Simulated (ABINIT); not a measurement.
A run of ABINIT 10.8.3 (patched build) is set up as follows.

Contents of run.abi:

```
# Pseudopotentials
pp_dirpath "./"
pseudos "Hf.GGA_PBE-JTH.xml, C.GGA_PBE-JTH.xml"

# Structure
acell 3*1.0
rprim
     6.3171013117     0.0000000000     0.0000000000
    -3.1585506557     5.4707702141     0.0000000000
     0.0000000000     0.0000000000     9.8317045648
ntypat 2
znucl 72 6
natom 4
typat 1 1 2 2
xcart
    -0.0000000001     1.9300046157     1.3006785000
     1.6714330267     0.9650023077     3.9020355000
     0.0000000000     0.0000000000     2.6013570000
     0.0000000000     0.0000000000     0.0000000000 Angstrom

# Plane-wave basis
ecut 19.0
pawecutdg 38.0
pawxcdev 0

# k points
kptopt 1
ngkpt 9 9 5
nshiftk 1
shiftk 0.0 0.0 0.0

# Exchange and correlation
ixc 11

# Bands and occupations
nband 20
occopt 3
tsmear 0.05 eV

# SCF cycle
nstep 100
tolvrs 1.0e-9

# Output
iomode 3
prtwf 0
prtden 0
prteig 0
prtebands 0
enunit 1
```

Potentials or basis: JTH PAW PBE v2.0.

Command:

```bash
$ abinit run.abi > log 2>&1
```

(1) Predict the band gap on the k mesh.

(2) Predict the pressure.

Answers

(1) none (metal or under the smearing width).

(2) -1.0 GPa.
